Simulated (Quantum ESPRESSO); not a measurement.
Runs of Quantum ESPRESSO 7.5 on TePb. The structure is cubic, space group Fm-3m (No. 225). The conventional cell has a = 6.462 Å, b = 6.462 Å, c = 6.462 Å, α = 90.00°, β = 90.00°, γ = 90.00°. Pb (site symmetry m-3m) is surrounded by 6 Te at 3.23 Å. Around Te (site symmetry m-3m) lie 6 Pb at 3.23 Å. 

```csv
share of exact exchange,gap on the mesh (eV)
0.35,2.73
0.5,3.49
0.15,(b)
0.1,1.50
0.05,1.25
0.25,(a)
```

Alike in all rows: task single point; level r2SCAN-X; potentials or basis SG15 PBE 1.2; no spin polarisation; cell as given; k mesh 2 × 2 × 2; cutoff (eV) 952; smearing fixed; the mesh is coarse, so values aren't converged.

Task: Fill in the values left out.

Result: (a) 2.23; (b) 1.74.

Caveats: all runs use coarse meshes; the mesh is coarse for exact exchange, which widens gaps; spin-orbit coupling is left out, which as a rule narrows the gap of such compounds by several tenths of an eV.

A k mesh can miss the band edges, and the runs leave out spin-orbit coupling on Pb, Te.

Runs at the PBE level aren't shown here.
